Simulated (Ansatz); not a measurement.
# BeTe: one candidate of a structure search

Aim: relax a trial structure of BeTe and see where it ends.

Program: Ansatz 0.2.0. Level of theory: DFT PBE+D3(BJ), scalar-relativistic, plane waves, PAW. These are calculated values, not measurements.

## Step 1: The structure to begin with

The structure is orthorhombic, space group Pmmn (No. 59). The conventional cell has a = 3.883 Å, b = 12.284 Å, c = 3.884 Å, α = 90.00°, β = 90.00°, γ = 90.00°. Be (site symmetry m) is surrounded by 4 Te at 2.33 to 2.39 Å and 2 Be at 2.65 Å. Te (site symmetry m) has 4 Be at 2.33 to 2.39 Å as nearest neighbours.

Coordinates:

```xyz
8
Lattice="3.8831 0.0000 0.0000 0.0000 12.2841 0.0000 0.0000 0.0000 3.8838" Properties=species:S:1:pos:R:3 pbc="T T T"
Be    0.0000    9.1957    1.0375
Be    1.9416    9.2304    2.8463
Be    1.9416    3.0537    2.8463
Be    0.0000    3.0883    1.0375
Te    0.0000    7.8520    2.9434
Te    1.9416   10.5741    0.9404
Te    1.9416    1.7100    0.9404
Te    0.0000    4.4320    2.9434
```

A structure generator made this guess: sheets of the MnAs type stacked in turn (Pmmn, No. 59). The dimensions are guesses.

## Step 2: A first look at the guess

Contents of input.yaml:

```yaml
crystal:
  lattice:
    - [3.88313231, 0.0, 0.0]
    - [0.0, 12.28406031, 0.0]
    - [0.0, 0.0, 3.88379961]
  atoms:
    - { symbol: Be, position: [0.0, 0.74859113, 0.26713444] }
    - { symbol: Be, position: [0.5, 0.75140887, 0.73286556] }
    - { symbol: Be, position: [0.5, 0.24859113, 0.73286556] }
    - { symbol: Be, position: [0.0, 0.25140887, 0.26713444] }
    - { symbol: Te, position: [0.0, 0.63920479, 0.75786408] }
    - { symbol: Te, position: [0.5, 0.86079521, 0.24213592] }
    - { symbol: Te, position: [0.5, 0.13920479, 0.24213592] }
    - { symbol: Te, position: [0.0, 0.36079521, 0.75786408] }
basis:
  ecutwfc: 420
kpoints:
  mp_grid: { grid: [4, 2, 4] }
hamiltonian:
  xc: pbe
  dispersion: d3bj
scf:
  occupations: { method: gaussian, width: 0.1 }
  lower_state_search: "off"
output:
  forces: true
  stress: true
  eigenvalues: true
```

The run is started by

```
> ansatz run input.yaml --threads 1 --pin off --max-ram 2560MiB --backend cpu --events-out ev --progress --plain --runs-dir out
```

The session goes on with these runs: a loose first relaxation; full relaxation.

Before running it: what results should come out? Wanted: conventional cell; volume; energy over the elements; gap on the mesh.

**Answer**, as computed:

| quantity | value |
| --- | --- |
| symmetry at the end (tolerance 0.02 Å) | space group I4/mmm (No. 139) |
| conventional cell | a = 3.840 Å, b = 3.840 Å, c = 14.359 Å, α = 90.00°, β = 90.00°, γ = 90.00° |
| volume | 26.46 Å³/atom |
| energy over the elements | -0.14 eV/atom |
| gap on the mesh | 2.18 eV |

The symmetry goes from space group Pmmn (No. 59) to space group I4/mmm (No. 139), and the volume per atom grows by 14.3 % from the first guess. A negative formation energy is needed for stability but isn't enough; other structures and compounds were not set against it here. No finished test with a distortion of lower symmetry is shown, so the end may be a saddle point. These runs have no spin-orbit coupling; with Te it would split and shift bands.
